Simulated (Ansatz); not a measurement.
# Field gradients against strain in SnTe

```xyz
2
Lattice="0.0000 3.1565 3.1565 3.1565 0.0000 3.1565 3.1565 3.1565 0.0000" Properties=species:S:1:pos:R:3 pbc="T T T"
Sn    0.0000    0.0000    0.0000
Te    3.1565    3.1565    3.1565
```

Atoms are numbered in the order listed.

The cell is COD entry 9008726, as deposited and not checked against the literature; nothing was relaxed.

All numbers below come from DFT, PBE, all-electron PAW with datasets made for the crystal, scalar-relativistic (Ansatz 0.2.0).

Settings: a Γ-centred 11×11×11 k mesh, Fermi–Dirac smearing of 0.08 eV, cutoff 240 eV (chosen by the program for this cell), no spin polarisation.

The strain is applied along the Cartesian axes of the cell as listed (the other components stay zero). Fractional coordinates are held (clamped ions).

The columns are Cartesian components of the electric field gradient at the nuclei, in 10²¹ V/m².

No spin–orbit coupling: at heavy atoms the gradients can be off by tens of per cent for that reason.

Only quantities that a quadratic follows smoothly over the whole series are listed; rougher ones are left out.

| εzz | Vzz at Sn1 | Vzz at Te2 |
| --- | --- | --- |
| -0.0300 | -4.75 | -1.18 |
| -0.0200 | -3.14 | -0.75 |
| -0.0100 | -1.55 | -0.35 |
| 0.0000 | 0.00 | 0.00 |
| 0.0200 | 2.99 | 0.52 |
| 0.0300 | 4.42 | 0.69 |

Question: Fit the series and give the gradient–strain slopes.

Answer: Least-squares fits y = p0 + p1 x + p2 x² to the rows give Vzz at Sn1: p1 = 153, p2 = -180; Vzz at Te2: p1 = 31.4, p2 = -270. The slopes p1 are in 10²¹ V/m² per unit strain, for clamped ions.

Question: One run, at εzz = 0.0100, is withheld. Predict its row.

Answer: The fits give 1.51, 0.28; the run gave 1.51, 0.29.
